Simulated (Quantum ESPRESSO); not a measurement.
Ag: single point with PBE

The system is Ag.

```
CELL_PARAMETERS angstrom
0.00000 2.04275 2.04275
2.04275 0.00000 2.04275
2.04275 2.04275 0.00000
ATOMIC_POSITIONS crystal
Ag 0.00000 0.00000 0.00000
```

```yaml
Program: Quantum ESPRESSO 7.5
Task: single point
Functional: PBE
Potentials_or_basis: SG15 PBE 1.2
Cutoff: 952 eV
Density_cutoff: 3810 eV
k_mesh: 6 × 6 × 6
Occupations: fermi-dirac, width 0.05 eV
Spin: no spin polarisation
Mixing_beta: 0.5
Most_SCF_iterations: 120
SCF_threshold: 2e-10 Ry
```

```yaml
Pressure: 5.4 GPa
Band_gap_on_the_k_mesh: none (metal or under the smearing width)
```

Levels at points of the mesh, in eV from the Fermi level:
```
             k point  band 7  band 8  band 9  band 10  band 11  band 12  band 13  band 14
  (0.00, 0.00, 0.00)   -4.64   -4.64   -3.61    -3.61    16.46    19.97    19.97    19.97
 (0.00, 0.00, -0.50)   -4.67   -2.82   -2.82    -0.22     3.77    15.64    18.18    18.18
(0.00, -0.50, -0.50)   -2.85   -2.61   -2.61     1.79     6.91    10.91    10.91    17.26
```

Run time: 2.7 s on 2 MPI ranks on AMD EPYC 7B13 (Zen 3), on a shared host, peak memory 0.1 GiB a rank.

Caveat: the k mesh is coarse (spacing up to 0.44 Å⁻¹), so the values aren't converged.
